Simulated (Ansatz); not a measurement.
# NiO (Fm-3m) in Ansatz: a series of runs

One crystal, NiO, is run at these levels: LDA, PBE, PBEsol, RPBE; tasks: relaxation of cell and atoms.

Everything below comes from runs of Ansatz 0.2.0. Logs are shortened: lines on timing, memory, paths and dates and some standing lists are left out, and cuts for length are marked.

### 1 Starting point

The structure is cubic, space group Fm-3m (No. 225). Conventional cell: a = 4.172 Å, b = 4.172 Å, c = 4.172 Å, α = 90.00°, β = 90.00°, γ = 90.00°. Ni (site symmetry m-3m) is surrounded by 6 O at 2.09 Å. Around O (site symmetry m-3m) lie 6 Ni at 2.09 Å.

### 2 Relaxation of cell and atoms, LDA, collinear spin, ferromagnetic start

input.yaml reads:

```yaml
crystal:
  lattice:
    - [0.0, 2.0859016414, 2.0859016414]
    - [2.0859016414, 0.0, 2.0859016414]
    - [2.0859016414, 2.0859016414, 0.0]
  atoms:
    - { symbol: Ni, position: [0.0, 0.0, 0.0], spin: 1.0 }
    - { symbol: O, position: [0.5, 0.5, 0.5] }
hamiltonian:
  xc: lda
  pseudopotentials: { kind: paw }
magnetization:
  spin_polarized: true
kpoints:
  mp_grid: { grid: [11, 11, 11] }
scf:
  occupations: { method: fermi_dirac, width: 0.05 }
output:
  forces: true
  stress: true
  eigenvalues: true
  write_density: true
  write_potential: true
  elf: true
  volumetric_format: npy
relax:
  f_tol: 0.01
  max_steps: 40
  cell: { stress_tol: 0.05 }
```

Potentials or basis: Ansatz PAW.

On the command line:

```bash
$ ansatz run input.yaml --threads 2 --pin off --max-ram 5632MiB --backend cpu --events-out ev --progress --plain --runs-dir out
```

The log of the run:

```text
Warning: RAYON_NUM_THREADS=2 ignored (pool sized by the plan → 2); use --threads N
Engine: ansatz 0.2.0, aarch64-unknown-linux-gnu
Pseudopotentials: kind: paw
Pseudopotential: Ni, paw, valence charge 18, recommended cutoff 420 eV (normal), Ni.paw.azcp
Pseudopotential: O, paw, valence charge 6, recommended cutoff 420 eV (normal), O.paw.azcp
Functional definition: SPW92
  exchange = slater_x
  correlation = pw_c
Crystal: 2 atoms, lattice volume = 18.151 Å³
Basis set: ecut = 420 eV, 339 PW (Γ)
Bands: 17, of which v1, the nominal top of the filled ones, is band 12 counted from 1 (11 counted from 0)
Symmetry: 48 space group operations
Space group: Fm-3m (ITA 225), of the structure as read, at distance tolerance 2.6e-5 Å
Magnetic group: BNS 225.116 (UNI 1618), of the structure as read, at distance tolerance 2.6e-5 Å
k-points: 56 of 1331
Non-local potential: Ni, projectors of the file, l = 0: 3, l = 1: 2, l = 2: 3, l = 3: 1
Non-local potential: O, projectors of the file, l = 0: 2, l = 1: 2, l = 2: 1
PAW form: soft (Blöchl's): semilocal exchange-correlation on the pseudo side does not see the compensation charge
PAW frozen core: Ni, regenerated for the run's functional, and the local potential with it (the file was generated under x = pbe(κ = 0.804, μ = 0.2195149727645171), c = pbe(β = 0.06672455060314922))
PAW frozen core: O, regenerated for the run's functional, and the local potential with it (the file was generated under x = pbe(κ = 0.804, μ = 0.2195149727645171), c = pbe(β = 0.06672455060314922))
PAW one-centre angular grid: Ni, 590 points (default); XC on 64 Gauss nodes
PAW one-centre angular grid: O, 110 points (default); XC on 64 Gauss nodes
Initial density: superposition of atomic densities (chi_scale 0.1, normalization cell, long waves kept (reshape's long-wave potential 0.00 eV rms))
Starting moments: Σ|m| = 1 μB on 1 of 2 sites
Initial wavefunctions: pseudopotential atomic-orbital guess
Functional: x = slater, c = lda
SCF iter   1: F=—  HF=-6325.906279 eV  |F-HF|=—  |Δ(HF+E_count)|=         —  Δρ=1.46e-1 (↑1.02e-1 ↓1.46e-1)  dr2=7.97e0  dr2_m=1.15e-1  M=0.852 μB ∫|m|=0.852 μB  β_m=0.30  ethr=3.10e-3  ⟨swp⟩=5.7  Hψ=8415  notcnv=0
Mixer restart at iter 1: flushing history
preconditioner: auto → none  [metal: Δε(μ)=0.007 eV  Ē_g=13.998 eV  σ=0.050 eV  W_gap=0.04  n_scr=8 (ndim 8)  ℏωp=34.9 eV  f_vac=0.000  D(μ)=2.30/eV (n_scr^D=26)  sad-step TF]
SCF iter   2: F=—  HF=-6326.499222 eV  |F-HF|=—  |Δ(HF+E_count)|=   5.93e-1  Δρ=5.82e-2 (↑3.29e-2 ↓5.82e-2)  dr2=9.19e-1  dr2_m=5.11e-2  M=0.959 μB ∫|m|=0.959 μB  β_m=0.36  ethr=3.10e-3  ⟨swp⟩=3.0  Hψ=4831  notcnv=0  defer=20
SCF iter   3: F=—  HF=-6326.869924 eV  |F-HF|=—  |Δ(HF+E_count)|=   3.71e-1  Δρ=2.94e-2 (↑1.52e-2 ↓2.94e-2)  dr2=1.79e-1  dr2_m=1.74e-2  M=0.959 μB ∫|m|=0.959 μB  β_m=0.57  ethr=3.10e-3  ⟨swp⟩=2.0  Hψ=3292  notcnv=0  defer=15
SCF iter   4: F=—  HF=-6327.082546 eV  |F-HF|=—  |Δ(HF+E_count)|=         —  Δρ=5.52e-2 (↑5.52e-2 ↓4.88e-2)  dr2=7.62e-3  dr2_m=4.48e-1  M=0.470 μB ∫|m|=0.474 μB  β_m=0.57  ethr=7.46e-4  ⟨swp⟩=2.2  Hψ=3138  notcnv=0  defer=15
Mixer restart at iter 4: flushing history
SCF iter   5: F=—  HF=-6327.053012 eV  |F-HF|=—  |Δ(HF+E_count)|=   2.95e-2  Δρ=3.10e-2 (↑2.92e-2 ↓3.10e-2)  dr2=1.08e-3  dr2_m=1.51e-1  M=0.408 μB ∫|m|=0.410 μB  β_m=0.78  ethr=3.18e-5  ⟨swp⟩=2.2  Hψ=4289  notcnv=0  defer=7
SCF iter   6: F=—  HF=-6327.064590 eV  |F-HF|=—  |Δ(HF+E_count)|=   1.16e-2  Δρ=1.35e-2 (↑1.35e-2 ↓1.03e-2)  dr2=5.41e-2  dr2_m=4.50e-4  M=0.323 μB ∫|m|=0.323 μB  β_m=0.57  ethr=4.52e-6  ⟨swp⟩=2.9  Hψ=4253  notcnv=0  defer=7
SCF iter   7: F=—  HF=-6327.042741 eV  |F-HF|=—  |Δ(HF+E_count)|=   2.18e-2  Δρ=4.80e-3 (↑2.03e-3 ↓4.80e-3)  dr2=4.60e-3  dr2_m=5.55e-4  M=0.309 μB ∫|m|=0.309 μB  β_m=0.45  ethr=4.52e-6  ⟨swp⟩=2.8  Hψ=4539  notcnv=0  defer=7
SCF iter   8: F=—  HF=-6327.041827 eV  |F-HF|=—  |Δ(HF+E_count)|=   9.13e-4  Δρ=1.39e-3 (↑6.64e-4 ↓1.39e-3)  dr2=6.81e-5  dr2_m=1.58e-4  M=0.305 μB ∫|m|=0.305 μB  β_m=0.72  ethr=4.52e-6  ⟨swp⟩=2.5  Hψ=3808  notcnv=0  defer=2
SCF iter   9: F=—  HF=-6327.041845 eV  |F-HF|=—  |Δ(HF+E_count)|=   1.77e-5  Δρ=4.20e-4 (↑2.23e-4 ↓4.20e-4)  dr2=3.71e-5  dr2_m=4.60e-6  M=0.297 μB ∫|m|=0.297 μB  β_m=0.86  ethr=2.84e-7  ⟨swp⟩=2.1  Hψ=2930  notcnv=0  defer=2
SCF iter  10: F=—  HF=-6327.041844 eV  |F-HF|=—  |Δ(HF+E_count)|=   7.86e-7  Δρ=8.40e-5 (↑8.40e-5 ↓1.34e-5)  dr2=7.84e-7  dr2_m=2.92e-7  M=0.295 μB ∫|m|=0.295 μB  β_m=0.85  ethr=1.55e-7  ⟨swp⟩=2.1  Hψ=2410  notcnv=0  defer=2
[... 92 lines left out ...]
SCF 7 converged in 7 iterations: F = -6327.150760 eV  dr2 = 4.23e-9
relax step   7: F+E_penalty+E_count = -6327.15075996 eV  Δ(F+E_penalty+E_count) = -2.966e-4 eV  max|allowed force component| = 2.827e-30 eV/Å  Δτ_max = 0.0000 Å  P = +0.004 GPa  Ω = 16.539 Å³  energy of the carried Pulay correction = +2.326e-4 eV  (7 SCF iters, dr2 threshold 2.00e-7 eV, accepted)
iter 1 solved again at ethr=3.19e-9 eV; its pass at ethr=3.10e-3 eV (dr2=7.66e-7 eV) is discarded
SCF iter   1: F=—  HF=-6327.150513 eV  |F-HF|=—  |Δ(HF+E_count)|=         —  Δρ=1.58e-5 (↑1.58e-5 ↓1.32e-5)  dr2=2.19e-8  dr2_m=3.92e-9  M=0.309 μB ∫|m|=0.310 μB  β_m=0.65  ethr=3.19e-9  ⟨swp⟩=3.1  Hψ=13902  notcnv=0
preconditioner: auto → none  [metal: Δε(μ)=0.056 eV  Ē_g=15.152 eV  σ=0.050 eV  W_gap=0.26  n_scr=0 (ndim 8)  ℏωp=36.5 eV  f_vac=0.000  D(μ)=1.34/eV (n_scr^D=14)]
SCF iter   2: F=—  HF=-6327.150513 eV  |F-HF|=—  |Δ(HF+E_count)|=   2.58e-9  Δρ=8.11e-6 (↑5.02e-6 ↓8.11e-6)  dr2=1.01e-8  dr2_m=9.27e-10  M=0.309 μB ∫|m|=0.310 μB  β_m=0.45  ethr=9.10e-11  ⟨swp⟩=2.0  Hψ=2896  notcnv=0
SCF iter   3: F=—  HF=-6327.150513 eV  |F-HF|=—  |Δ(HF+E_count)|=   2.86e-9  Δρ=4.53e-6 (↑4.53e-6 ↓2.95e-6)  dr2=1.82e-9  dr2_m=6.64e-10  M=0.309 μB ∫|m|=0.310 μB  β_m=0.50  ethr=4.21e-11  ⟨swp⟩=2.5  Hψ=3098  notcnv=0
SCF iter   4: F=—  HF=-6327.150513 eV  |F-HF|=—  |Δ(HF+E_count)|=  1.15e-10  Δρ=3.79e-6 (↑2.34e-6 ↓3.79e-6)  dr2=2.27e-9  dr2_m=5.34e-10  M=0.309 μB ∫|m|=0.310 μB  β_m=0.41  ethr=7.56e-12  ⟨swp⟩=2.5  Hψ=3200  notcnv=0
SCF iter   5: F=—  HF=-6327.150513 eV  |F-HF|=—  |Δ(HF+E_count)|=  3.93e-10  Δρ=1.34e-6 (↑7.75e-7 ↓1.34e-6)  dr2=1.33e-10  dr2_m=1.46e-10  M=0.309 μB ∫|m|=0.310 μB  β_m=0.70  ethr=7.56e-12  ⟨swp⟩=2.2  Hψ=2697  notcnv=0
SCF iter   6: F=—  HF=-6327.150513 eV  |F-HF|=—  |Δ(HF+E_count)|=  5.46e-12  Δρ=9.61e-8 (↑9.61e-8 ↓4.04e-8)  dr2=9.92e-13  dr2_m=2.77e-13  M=0.309 μB ∫|m|=0.310 μB  β_m=0.78  ethr=1.00e-12  ⟨swp⟩=2.0  Hψ=2416  notcnv=0
SCF iter   7: F=-6327.150513 eV  HF=-6327.150513 eV  |F-HF|=9.09e-13  |Δ(HF+E_count)|=  9.09e-13  Δρ=1.59e-8 (↑1.59e-8 ↓8.03e-9)  dr2=1.87e-14  dr2_m=8.64e-15  M=0.309 μB ∫|m|=0.310 μB  ethr=1.00e-12  ⟨swp⟩=3.0  Hψ=6887  notcnv=0
SCF 8 converged in 7 iterations: F = -6327.150513 eV  dr2 = 1.87e-14
relax step   8: F+E_penalty+E_count = -6327.15051268 eV  Δ(F+E_penalty+E_count) = +2.473e-4 eV  max|allowed force component| = 3.073e-30 eV/Å  Δτ_max = 0.0000 Å  P = -0.007 GPa  Ω = 16.539 Å³  stress off target by 6.73e-3 GPa  SCF on the basis re-selected at this cell (its energy is not comparable with the rows above)  (7 SCF iters)
basis re-selected at this cell: Δ(F+E_penalty+E_count) = +2.473e-4 eV, ΔP = -0.011 GPa vs the last step (what re-selecting the basis moved, of the pressure what is left beyond the Pulay correction that the steps carried, after the strain that the cell walked since its last selection, with what the two solves' SCF thresholds leave and, on support functions, any second-order correction that the steps lacked; it is no measure of the basis error at this ecutwfc). This SCF's stress stands 6.73e-3 GPa from its target on what of the cell is left free (relax.cell.stress_tol is 5.00e-2 GPa) and its largest allowed force component is 3.07e-30 eV/Å (relax.f_tol is 1.00e-2 eV/Å): within both
SCF converged after 7 iterations
Magnetization: 0.3095 μB (12.1547 up, 11.8453 down)
Absolute magnetization: 0.3097 μB (∫|ρ↑−ρ↓|, with the PAW one-centre terms)
Spin contamination: 0.0006 ħ² per cell (⟨S²⟩ above its minimum at these occupations)
Per-site moments (μB) at R_I (Å): [(0.2532433810426004, 0.8341614463675684), (0.043272818388032507, 0.8341614463675684)]
Free energy (F): -6327.150513 eV
Harris-Foulkes:  -6327.150513 eV  (|F-HF|=9.09e-13)
Internal energy: -6327.138662 eV  (E = F + TS)
E sigma→0 (E₀):  -6327.144587 eV
Entropy (-TS):   -0.011851 eV (-5.925 meV/atom)
Fermi energy:    16.109713 eV
--- Per-component energies (eV) ---
  E_band       = -285.328589
  E_kinetic    = 456.297058
  E_local      = -3839.744900  (includes V_loc(G=0)·N_el)
  E_nonlocal   = 697.941605
  E_hartree    = 1585.925374
  E_xc         = -155.923641
  E_vxc        = -201.210524  (∫ρ·V_xc dr)
  E_paw        = -1714.855168  (= ΣΔE_a)
  E_vpaw       = -570.465508  (= ΣTr[D̂ρ^β])
  E_aug_tail   = 0.002929  (compensation charges beyond the density's cutoff)
  E_ewald      = -3357.312961
  E_core_change = 0.531042  (= ΣΔE_core)
  E_smearing   = -0.011851  (= −TS)
  E_closure    = -0.000000  (closes the sum)
  Σ components = -6327.150513   (vs F -6327.150513, Δ=0.00e0)
--- Forces (eV/Å), atoms counted from 1 ---
  atom   1  Ni    -0.00000000     0.00000000    -0.00000000
  atom   2  O      0.00000000    -0.00000000     0.00000000
  max |Σ_I F_I| component: 5.42e-30 eV/Å
--- Stress (GPa, compression-positive) ---
       -0.006726       0.000000       0.000000
        0.000000      -0.006726       0.000000
        0.000000       0.000000      -0.006726
  P = ⅓ Tr σ = -0.0067 GPa (-0.067 kbar)
--- Band table (eV; the first three rows and the last of 112) ---
  k-point 0 ↑: bands = ["-86.4624", "-47.2906", "-47.2906", "-47.2906", "-5.1088", "12.5242", "12.5242", "12.5242", "13.8529", "13.8529", "13.8529", "14.0394", "14.0394", "18.2452", "34.0055", "35.7083", "35.7083"]
  k-point 1 ↑: bands = ["-86.4619", "-47.2947", "-47.2911", "-47.2911", "-4.9948", "11.7642", "12.0270", "12.0270", "13.9418", "13.9418", "14.0800", "14.5652", "14.5652", "18.7940", "32.4405", "35.4517", "35.4517"]
  k-point 2 ↑: bands = ["-86.4609", "-47.3058", "-47.2926", "-47.2926", "-4.6736", "10.3284", "11.2500", "11.2500", "14.1413", "14.1413", "14.3674", "15.4672", "15.4672", "19.9800", "30.2231", "34.3567", "34.3567"]
  k-point 55 ↓: bands = ["-86.1463", "-47.0265", "-47.0240", "-47.0098", "-3.1290", "9.0212", "9.0634", "9.8522", "14.6977", "14.9836", "15.3942", "15.5457", "16.3223", "25.4543", "27.0494", "27.1793", "30.8741"]
--- Relaxed structure (6 steps of the walk, 6 accepted, 2 SCFs on fresh bases) ---
  F+E_penalty+E_count = -6327.15051268 eV   max|allowed force component| = 3.073e-30 eV/Å   (the final SCF, on the basis selected at the relaxed cell)
  cell:  # Å, volume = 16.5390 Å³
    - [1.434093000311273e-33, 2.022209566951681, 2.022209566951681]
    - [2.022209566951681, 9.104001284770577e-34, 2.022209566951681]
    - [2.022209566951681, 2.022209566951681, 5.109553488260583e-34]
  atoms:
    - { symbol: Ni, position: [3.246005145371986e-36, -2.765115494201845e-36, -3.2460051453866516e-36] }
    - { symbol: O, position: [0.5, 0.5, 0.5] }
```

Wall time 12 s (2 threads of Arm Neoverse V2, shared host); peak memory 0.3 GiB.

Results:

| Item | Value |
| --- | --- |
| Free energy | -6327.1505 eV |
| Relaxed volume | 8.27 Å³/atom |
| Relaxed cell | a = 2.860 Å, b = 2.860 Å, c = 2.860 Å, α = 60.00°, β = 60.00°, γ = 60.00° |
| Space group after relaxing (to 0.05 Å) | Fm-3m (No. 225) |
| Energy gained by relaxing | 54.3 meV/atom |
| Ionic steps | 8 |
| Pressure after relaxing | 0.0 GPa |
| Band gap on the k mesh | none (metal or under the smearing width) |
| Net moment | 0.31 μB per cell |
| Absolute moment | 0.31 μB per cell |
| Site moments | Ni +0.25; O +0.04 μB |

Step by step:
| step | energy change (eV) | largest force (eV/Å) | volume (Å³) |
| --- | --- | --- | --- |
| 1 | 0.0000 | 0.0000 | 18.15 |
| 2 | -0.0860 | 0.0000 | 17.30 |
| 3 | -0.1153 | 0.0000 | 16.45 |
| 4 | -0.1152 | 0.0000 | 16.58 |
| 5 | -0.1153 | 0.0000 | 16.57 |
| 6 | -0.1086 | 0.0000 | 16.57 |
| 7 | -0.1089 | 0.0000 | 16.54 |
| 8 | -0.1087 | 0.0000 | 16.54 |

Final structure:
```xyz
2
Lattice="0.0000 2.0222 2.0222 2.0222 0.0000 2.0222 2.0222 2.0222 0.0000" Properties=species:S:1:pos:R:3 pbc="T T T"
Ni    0.0000    0.0000    0.0000
O     2.0222    2.0222    2.0222
```

Caveat: the plane-wave basis is chosen anew once the cell has moved, so the energies of steps on either side of that aren't comparable; the pressure holds a Pulay correction of +1.0 GPa for the finite cutoff; semilocal functionals often make such compounds metallic where correlation or magnetic order opens a gap, which also shifts bond lengths; the PAW data sets come from PBE, with cores solved anew for the run's functional, which leaves a small shift of forces and pressure. LDA usually gives volumes a few per cent too small.

### 3 Relaxation of cell and atoms, PBE, collinear spin, ferromagnetic start

input.yaml, as its differences from that of step 2:

```diff
@@ -9,3 +9,3 @@
 hamiltonian:
-  xc: lda
+  xc: pbe
   pseudopotentials: { kind: paw }
@@ -21,6 +21,2 @@
   eigenvalues: true
-  write_density: true
-  write_potential: true
-  elf: true
-  volumetric_format: npy
 relax:
```

Potentials or basis: Ansatz PAW.

On the command line:

```bash
$ ansatz run input.yaml --threads 2 --pin off --max-ram 5632MiB --backend cpu --events-out ev --progress --plain --runs-dir out
```

Wall time 10 s (2 threads of Arm Neoverse V2, shared host); peak memory 0.31 GiB.

Results (log left out):

| Quantity | Value |
| --- | --- |
| Free energy | -6405.6812 eV |
| Relaxed volume | 9.37 Å³/atom |
| Relaxed cell | a = 2.982 Å, b = 2.982 Å, c = 2.982 Å, α = 60.00°, β = 60.00°, γ = 60.00° |
| Space group after relaxing (to 0.05 Å) | Fm-3m (No. 225) |
| Energy gained by relaxing | 5.2 meV/atom |
| Ionic steps | 6 |
| Pressure after relaxing | 0.0 GPa |
| Band gap on the k mesh | none (metal or under the smearing width) |
| Net moment | 1.81 μB per cell |
| Absolute moment | 1.82 μB per cell |
| Site moments | Ni +1.46; O +0.29 μB |

The path:
```tsv
step	energy change (eV)	largest force (eV/Å)	volume (Å³)
1	0.0000	0.0000	18.15
2	-0.0057	0.0000	18.40
3	-0.0075	0.0000	18.72
4	-0.0103	0.0000	18.72
5	-0.0102	0.0000	18.75
6	-0.0104	0.0000	18.75
```

Final structure:
```
Ni O
1.0
     0.00000    2.10846    2.10846
     2.10846    0.00000    2.10846
     2.10846    2.10846    0.00000
Ni O
1 1
Direct
  0.00000 0.00000 0.00000
  0.50000 0.50000 0.50000
```

Levels at points of the mesh, in eV from the Fermi level:
Spin up:
| k point | band 10 | band 11 | band 12 | band 13 | band 14 | band 15 | band 16 | band 17 |
| --- | --- | --- | --- | --- | --- | --- | --- | --- |
| (0.00, 0.00, 0.00) | -2.89 | -2.60 | -2.60 | -2.60 | 1.33 | 17.67 | 18.60 | 18.60 |
Spin down:
| k point | band 9 | band 10 | band 11 | band 12 | band 13 | band 14 |
| --- | --- | --- | --- | --- | --- | --- |
| (0.00, 0.00, 0.00) | -1.76 | -1.76 | -1.76 | -0.48 | -0.48 | 1.69 |

Caveat: the plane-wave basis is chosen anew once the cell has moved, so the energies of steps on either side of that aren't comparable; the pressure holds a Pulay correction of +0.7 GPa for the finite cutoff; a cell with one magnetic atom can't hold antiferromagnetic order, which such compounds often take; semilocal functionals often make such compounds metallic where correlation or magnetic order opens a gap, which also shifts bond lengths. Zero-point motion and thermal expansion aren't in these numbers.

(Continued in part 2 of 2.)
